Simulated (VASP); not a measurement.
# SiC (Moissanite) (P6_3mc) in VASP: notebook, part 2 of 2

VASP 6.6.1.

## Step 4: Single point, PBE (atoms moved at random, drawn with an rms of 0.05 Å)

Contents of INCAR:

```
  PREC = Accurate
  ENCUT = 520
  EDIFF = 1E-7
  ISMEAR = -1
  SIGMA = 0.05
  LREAL = False
  LASPH = True
  NELM = 100
  ALGO = Normal
  ISIF = 2
  LWAVE = False
  LCHARG = False
  GGA = PE
  NBANDS = 16
```

Contents of KPOINTS:

```
Automatic mesh
0
Gamma
  10 10 5
```

Contents of POSCAR:

```
SiC
1.0
    3.0760000000      0.0000000000      0.0000000000
   -1.5380000000      2.6638941420      0.0000000000
    0.0000000000      0.0000000000      5.0480000000
Si C
2 2
Direct
    0.6617620000      0.3240020000      0.5082360000
    0.3343980000      0.6606290000      0.0013330000
    0.6868250000      0.3392420000      0.8874670000
    0.3421420000      0.6690940000      0.3800230000
```

Potentials or basis: VASP PAW PBE potentials, release 64 (Si, C).

Command:

```bash
cat potpaw_PBE.64/Si/POTCAR potpaw_PBE.64/C/POTCAR > POTCAR
mpirun -np 1 vasp_std > vasp.out
```

OUTCAR:

```text
PREC = Accurate
   ENCUT = 520
   EDIFF = 1E-7
   ISMEAR = -1
   LREAL = False
   LASPH = True
   NELM = 100
   ISIF = 2
   GGA = PE

 ion  position               nearest neighbor table
   1  0.662  0.324  0.508-   4 1.86   4 1.89   3 1.92   4 1.92   2 3.05   2 3.05   2 3.07   2 3.11
                             2 3.11   2 3.12
   2  0.334  0.661  0.001-   3 1.82   3 1.89   3 1.90   4 1.91   1 3.05   1 3.05   1 3.07   1 3.11
                             1 3.11   1 3.12
   3  0.687  0.339  0.887-   2 1.82   2 1.89   2 1.90   1 1.92
   4  0.342  0.669  0.380-   1 1.86   1 1.89   2 1.91   1 1.92

  LATTYP: Found a hexagonal cell.
 ALAT       =     3.0760000000
 C/A-ratio  =     1.6410923277

  Lattice vectors:

 A1 = (   3.0760000000,   0.0000000000,   0.0000000000)
 A2 = (  -1.5380000000,   2.6638941420,   0.0000000000)
 A3 = (   0.0000000000,   0.0000000000,   5.0480000000)

Analysis of symmetry for initial positions (statically):
=====================================================================
 Subroutine PRICEL returns:
[... 203 lines left out ...]
 val. band max:        8.3857554905   @ k =   0.0000   0.0000   0.0000
 cond. band min:      10.7308989983   @ k =  -0.3000  -0.4000   0.0000
 fundamental gap:      2.3451435078
 Fermi energy:         9.3105196289

 k-point     1 :       0.0000    0.0000    0.0000
  band No.  band energies     occupation
      1      -7.3198      2.00000
      2      -3.7621      2.00000
      3      -0.3871      2.00000
      4       6.7737      2.00000
      5       6.9505      2.00000
      6       8.1473      2.00000
[... 737 lines left out ...]
      3       1.0615      2.00000
      4       2.4443      2.00000
      5       3.3001      2.00000
      6       4.6485      2.00000
[... 8 lines left out ...]
     15      19.0258      0.00000
     16      19.2337      0.00000

 [... further k-points ...]

------------------------ aborting loop because EDIFF is reached ----------------------------------------

  FORCE on cell =-STRESS in cart. coord.  units (eV):
  Direction    XX          YY          ZZ          XY          YZ          ZX
  --------------------------------------------------------------------------------------
  -------------------------------------------------------------------------------------
  Total        1.2528673      1.0739489      0.5556002      0.2973468      0.3827748      0.3965542
  in kB       48.5280705     41.5979131     21.5204011     11.5173132     14.8262477     15.3599760
  external PRESSURE =      37.2154615 kB  Pullay stress =       0.0000000 kB

 VOLUME and BASIS-vectors are now :
 -----------------------------------------------------------------------------
  energy-cutoff  :      520.00
  volume of cell :       41.36
      direct lattice vectors                 reciprocal lattice vectors
     3.076000000  0.000000000  0.000000000     0.325097529  0.187695146  0.000000000
    -1.538000000  2.663894142  0.000000000     0.000000000  0.375390292  0.000000000
     0.000000000  0.000000000  5.048000000     0.000000000  0.000000000  0.198098257

 POSITION                                       TOTAL-FORCE (eV/Angst)
 -----------------------------------------------------------------------------------
      1.53726      0.86311      2.56558         0.492165      0.629913     -0.325365
      0.01256      1.75985      0.00673         0.865555      0.669688      0.945041
      1.59092      0.90370      4.47993        -0.974849     -0.719734     -0.892446
      0.02336      1.78240      1.91836        -0.382871     -0.579867      0.272770
 -----------------------------------------------------------------------------------
    total drift:                               -0.000065      0.000054     -0.000148

  FREE ENERGIE OF THE ION-ELECTRON SYSTEM (eV)
  ---------------------------------------------------
  free  energy   TOTEN  =       -30.0320717455 eV

  energy  without entropy=      -30.0320717454  energy(sigma->0) =      -30.03207175
```

OSZICAR:

```text
N       E                     dE             d eps       ncg     rms          rms(c)
DAV:   1     0.251051773992E+02    0.25105E+02   -0.71627E+03  8072   0.895E+02
DAV:   2    -0.312416002951E+02   -0.56347E+02   -0.51430E+02 11320   0.158E+02
DAV:   3    -0.337586422132E+02   -0.25170E+01   -0.25076E+01 10784   0.306E+01
DAV:   4    -0.337770657904E+02   -0.18424E-01   -0.18421E-01  9800   0.322E+00
DAV:   5    -0.337772463172E+02   -0.18053E-03   -0.18052E-03 10736   0.301E-01    0.125E+01
DAV:   6    -0.301205732459E+02    0.36567E+01   -0.65387E+00 10208   0.157E+01    0.564E+00
DAV:   7    -0.300501147923E+02    0.70458E-01   -0.11191E+00 11672   0.618E+00    0.249E+00
DAV:   8    -0.300332304261E+02    0.16884E-01   -0.46288E-02  9144   0.139E+00    0.640E-01
DAV:   9    -0.300317300410E+02    0.15004E-02   -0.74363E-03 10904   0.591E-01    0.125E-01
DAV:  10    -0.300320370921E+02   -0.30705E-03   -0.97768E-04  9808   0.183E-01    0.586E-02
DAV:  11    -0.300320704491E+02   -0.33357E-04   -0.86040E-05  9208   0.666E-02    0.140E-02
DAV:  12    -0.300320710110E+02   -0.56187E-06   -0.57614E-06 11336   0.160E-02    0.544E-03
DAV:  13    -0.300320715843E+02   -0.57333E-06   -0.70571E-07  9736   0.538E-03    0.170E-03
DAV:  14    -0.300320717056E+02   -0.12126E-06   -0.27056E-08  6192   0.120E-03    0.792E-04
DAV:  15    -0.300320717455E+02   -0.39882E-07   -0.21898E-08  5072   0.102E-03
   1 F= -.30032072E+02 E0= -.30032072E+02  d E =-.534429E-10
```

Run time: 1.9 min. Hardware: 1 thread of Intel Xeon Platinum 8488C (Sapphire Rapids), shared host; peak memory 0.25 GiB.

Results:

```yaml
Free_energy: -30.0321 eV
Pressure: 3.7 GPa
Largest_force: 1.505 eV/Å
Band_gap_on_the_k_mesh: 2.35 eV, indirect (least direct gap 3.96 eV)
```

Forces in eV/Å, atoms in the order of the input:
```
Si   0.492  0.630 -0.325
Si   0.866  0.670  0.945
C   -0.975 -0.720 -0.892
C   -0.383 -0.580  0.273
```

Stress tensor (GPa, compression positive):
```
4.85 1.15 1.54
1.15 4.16 1.48
1.54 1.48 2.15
```

Caveat: an odd mesh through Γ misses points on the zone boundary, where band edges often lie.

## Step 5: Summary

```tsv
level	cell	ladder	gap on the mesh (eV)	pressure (GPa)	largest force (eV/Å)
PBEsol	as given	free	2.32	0.6	0.75
PBE	as given	-	2.48	3.6	0.75
PBE	atoms moved at random, drawn with an rms of 0.05 Å	-	2.35	3.7	1.50
```

Alike in all rows: task single point; potentials or basis VASP PAW PBE potentials, release 64 (Si, C); no spin polarisation; k mesh 10 × 10 × 5; cutoff (eV) 520; smearing fermi-dirac 0.05 eV.

Caveats: an odd mesh through Γ misses points on the zone boundary, where band edges often lie; the PAW data sets were made with another functional, which shifts forces and pressure a little (some runs).

Absolute energies hang on the potentials; compare differences alone.
